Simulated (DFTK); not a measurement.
The system is HfN.

```
CELL_PARAMETERS angstrom
0.00000 2.25600 2.25600
2.25600 0.00000 2.25600
2.25600 2.25600 0.00000
ATOMIC_POSITIONS crystal
Hf 0.00000 0.00000 0.00000
N 0.50000 0.50000 0.50000
```

Base run:

- Program: DFTK 0.8.2
- Functional: TASK
- Potentials or basis: SG15 1.2 (PBE)
- Cutoff: 1225 eV
- k mesh: 8 × 8 × 8
- Occupations: fermi-dirac, width 0.05 eV
- Spin: no spin polarisation

Its results: band gap on the k mesh none (metal or under the smearing width); pressure 4.5 GPa.

**Question.** After a change of settings the same cell gave: band gap on the k mesh none (metal or under the smearing width); pressure 6.9 GPa. Which change was it?
A. functional from TASK to WC
B. functional from TASK to RPBE
C. functional from TASK to TPSS
D. functional from TASK to SCAN

**Answer.** C.

Caveats: the potentials were made for another functional, which shifts forces and pressure; the program warned that the kinetic-energy density falls under its von Weizsäcker bound, which can give unphysical results (some runs).

Not every run made on this cell is shown here.
